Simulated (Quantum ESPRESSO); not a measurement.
The system is CsPbBr3.

```
Pb Cs Br
1.0
     5.87000    0.00000    0.00000
     0.00000    5.87000    0.00000
     0.00000    0.00000    5.87000
Pb Cs Br
1 1 3
Direct
  0.50000 0.50000 0.50000
  0.00000 0.00000 0.00000
  0.50000 0.50000 0.00000
  0.50000 0.00000 0.50000
  0.00000 0.50000 0.50000
```

Measurements of this composition are mostly on another form, of space group No. 62.

Base run:

| Quantity | Value |
| --- | --- |
| Program | Quantum ESPRESSO 7.5 |
| Functional | PBE |
| Potentials or basis | PseudoDojo 0.4.1 SR PBE standard |
| Cutoff | 762 eV |
| Density cutoff | 3048 eV |
| k mesh | 4 × 4 × 4, shifted |
| Occupations | fermi-dirac, width 0.05 eV |
| Spin | no spin polarisation |

Its results: pressure 1.3 GPa; electronic dielectric tensor (diagonal) 3.83.

Question: The run is repeated on the same cell with these changes: functional from PBE to BLYP. What comes out?

Answer: Pressure 2.8 GPa; electronic dielectric tensor (diagonal) 3.80.

BLYP binds less tightly than PBE, so the same cell stands under more pressure.

Caveats: the potentials were made for another functional, which shifts forces and pressure (some runs).
